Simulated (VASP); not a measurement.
# Si in VASP: how settings move the r2SCAN single point, part 2 of 2

VASP 6.6.1, plane waves, PAW; reference level r2SCAN.

### 5 Try 3

Input file INCAR:

```
ENCUT = 520.000000
SIGMA = 0.010000
EDIFF = 1.00e-07
ALGO = Normal
METAGGA = R2SCAN
PREC = Accurate
IBRION = -1
ISIF = 2
ISMEAR = 0
NBANDS = 11
NELM = 120
NSW = 0
LASPH = .TRUE.
LCHARG = .FALSE.
LWAVE = .FALSE.
LREAL = .FALSE.
ISYM = -1
AMIX = 0.8
```

Input file KPOINTS:

```
KPOINTS created by Atomic Simulation Environment
0
Gamma
4 4 4
0 0 0
```

Input file POSCAR:

```
Si
 1.0000000000000000
     0.0000000000000000    2.6404553287999999    2.6404553287999999
     2.6404553287999999    0.0000000000000000    2.6404553287999999
     2.6404553287999999    2.6404553287999999    0.0000000000000000
 Si
   2
Cartesian
  0.0000000000000000  0.0000000000000000  0.0000000000000000
  1.3202276643999999  1.3202276643999999  1.3202276643999999
```

Started as:

```
$ mpirun -np 1 vasp_std
```

Standard output, without the iteration lines:

```text
POSCAR found type information on POSCAR Si
 POSCAR found :  1 types and       2 ions
 -----------------------------------------------------------------------------
|                                                                             |
|                                                                             |
|     You enforced a specific xc type in the INCAR file but a different       |
|     I HOPE YOU KNOW WHAT YOU ARE DOING!                                     |
|                                                                             |
 -----------------------------------------------------------------------------

 LDA part: xc-table for (None), standard interpolation
 POSCAR, INCAR and KPOINTS ok, starting setup
 FFT: planning ... GRIDC
 FFT: planning ... GRID_SOFT
 FFT: planning ... GRID
 WAVECAR not read
 entering main loop
```

OSZICAR:

```text
N       E                     dE             d eps       ncg     rms          rms(c)
DAV:   1    -0.102081494531E+01   -0.10208E+01   -0.33252E+03  1416   0.582E+02
DAV:   2    -0.179356168932E+02   -0.16915E+02   -0.15857E+02  1904   0.858E+01
DAV:   3    -0.184245913858E+02   -0.48897E+00   -0.48738E+00  1765   0.122E+01
DAV:   4    -0.184278304323E+02   -0.32390E-02   -0.32388E-02  1731   0.127E+00
DAV:   5    -0.184278572659E+02   -0.26834E-04   -0.26833E-04  1738   0.108E-01    0.676E+00
DAV:   6    -0.172434958162E+02    0.11844E+01   -0.35414E-01  1603   0.307E+00    0.392E+00
DAV:   7    -0.172525479110E+02   -0.90521E-02   -0.36805E-02  1648   0.108E+00    0.169E+00
DAV:   8    -0.172529309140E+02   -0.38300E-03   -0.16001E-03  1681   0.248E-01    0.103E-01
DAV:   9    -0.172530239155E+02   -0.93001E-04   -0.99325E-05  1586   0.757E-02    0.757E-02
DAV:  10    -0.172530212829E+02    0.26327E-05   -0.21933E-06  1902   0.109E-02    0.273E-02
DAV:  11    -0.172530199447E+02    0.13382E-05   -0.25639E-07  1664   0.251E-03    0.132E-03
DAV:  12    -0.172530200662E+02   -0.12151E-06   -0.10891E-08  1016   0.586E-04    0.257E-04
DAV:  13    -0.172530201025E+02   -0.36244E-07   -0.83100E-10   920   0.220E-04
   1 F= -.17253020E+02 E0= -.17253020E+02  d E =-.122424E-23
```

Parts of OUTCAR:

```text
k-points           NKPTS =     64   k-points in BZ     NKDIM =     64   number of bands    NBANDS=     11

   NELECT =       8.0000    total number of electrons

   dimension x,y,z NGX =    28 NGY =   28 NGZ =   28
   dimension x,y,z NGXF=    56 NGYF=   56 NGZF=   56

  energy-cutoff  :      520.00
  volume of cell :       36.82
      direct lattice vectors                 reciprocal lattice vectors
     0.000000000  2.640455329  2.640455329    -0.189361280  0.189361280  0.189361280
     2.640455329  0.000000000  2.640455329     0.189361280 -0.189361280  0.189361280
     2.640455329  2.640455329  0.000000000     0.189361280  0.189361280 -0.189361280

 k-points in reciprocal lattice and weights: KPOINTS created by Atomic Simulation Env
   0.00000000  0.00000000  0.00000000       0.016
   0.25000000  0.00000000  0.00000000       0.016
   0.50000000  0.00000000  0.00000000       0.016
  -0.25000000  0.00000000  0.00000000       0.016
   0.00000000  0.25000000  0.00000000       0.016
   0.25000000  0.25000000  0.00000000       0.016
   0.50000000  0.25000000  0.00000000       0.016
  -0.25000000  0.25000000  0.00000000       0.016
[... 56 more k-points ...]

 E-fermi :   6.7339

 k-point     1 :       0.0000    0.0000    0.0000
  band No.  band energies     occupation
      1      -6.4837      2.00000
      2       6.6655      2.00000
      3       6.6655      2.00000
      4       6.6655      2.00000
      5       9.4469      0.00000
      6       9.4469      0.00000
      7       9.4469      0.00000
      8      11.7284      0.00000
      9      14.8022      0.00000
     10      14.8022      0.00000
     11      15.7385      0.00000

 k-point     2 :       0.2500    0.0000    0.0000
  band No.  band energies     occupation
      1      -5.5782      2.00000
      2       2.4100      2.00000
      3       5.8015      2.00000
      4       5.8015      2.00000
      5       9.3255      0.00000
      6      10.4779      0.00000
      7      10.4779      0.00000
      8      14.3031      0.00000
      9      14.3031      0.00000
     10      14.9761      0.00000
     11      16.7147      0.00000

 k-point     3 :       0.5000    0.0000    0.0000
  band No.  band energies     occupation
      1      -3.8003      2.00000
      2      -1.0425      2.00000
      3       5.3132      2.00000
      4       5.3132      2.00000
      5       8.8686      0.00000
      6      10.1842      0.00000
      7      10.1842      0.00000
      8      15.1105      0.00000
      9      18.0409      0.00000
     10      18.0409      0.00000
     11      19.2856      0.00000

 k-point     4 :      -0.2500    0.0000    0.0000
  band No.  band energies     occupation
      1      -5.5782      2.00000
      2       2.4100      2.00000
      3       5.8015      2.00000
      4       5.8015      2.00000
      5       9.3255      0.00000
      6      10.4779      0.00000
      7      10.4779      0.00000
      8      14.3031      0.00000
      9      14.3031      0.00000
     10      14.9761      0.00000
     11      16.7147      0.00000

[... the tables of k-points 5 to 64 left out ...]

  Total        2.6019708      2.6019708      2.6019708      0.0000002      0.0000002      0.0000002
  in kB      113.2260973    113.2260967    113.2260964      0.0000107      0.0000089      0.0000086
  external PRESSURE =     113.2260968 kB  Pullay stress =       0.0000000 kB

 POSITION                                       TOTAL-FORCE (eV/Angst)
 -----------------------------------------------------------------------------------
      0.00000      0.00000      0.00000        -0.000000     -0.000000     -0.000000
      1.32023      1.32023      1.32023         0.000000      0.000000      0.000000
 -----------------------------------------------------------------------------------
    total drift:                               -0.000000      0.000000      0.000000

  FREE ENERGIE OF THE ION-ELECTRON SYSTEM (eV)
  ---------------------------------------------------
  free  energy   TOTEN  =       -17.2530201025 eV

  energy  without entropy=      -17.2530201025  energy(sigma->0) =      -17.25302010
```

Run time: 66 s. Hardware: 1 MPI rank of Intel Xeon Platinum 8488C, shared host; peak memory 0.16 GiB.

Changed: ISYM = -1, AMIX = 0.8, mesh 4×4×4. The run ends normally. Against the reference the energy moves by +95.3 meV/atom; the pressure goes from 10.5 to 11.3 GPa, the gap on the mesh goes from 0.67 to 0.73 eV. These settings are too coarse to quote the result as the crystal's.

### 6 Comparison

This closing draws on all 2 parts.

| run | changed | ending | energy change (meV/atom) | pressure (GPa) | gap on the mesh (eV; negative: overlap) | electronic steps | time | usable |
| --- | --- | --- | --- | --- | --- | --- | --- | --- |
| ref. | – | converged | 0 | 10.5 | 0.67 | 13 | 35 s | yes |
| 1 | METAGGA = MBJ, NELECT = 8.5 | converged | – | – | – | 29 | 30 s | no |
| 2 | ISMEAR = 1, SIGMA = 0.5, NELM = 63 | converged | 0.0 | 10.5 | 0.67 | 13 | 34 s | no |
| 3 | ISYM = -1, AMIX = 0.8, mesh 4×4×4 | converged | 95.3 | 11.3 | 0.73 | 13 | 66 s | no |

What this shows: Of 3 altered inputs, 3 ended normally on a faulty or unsound input.
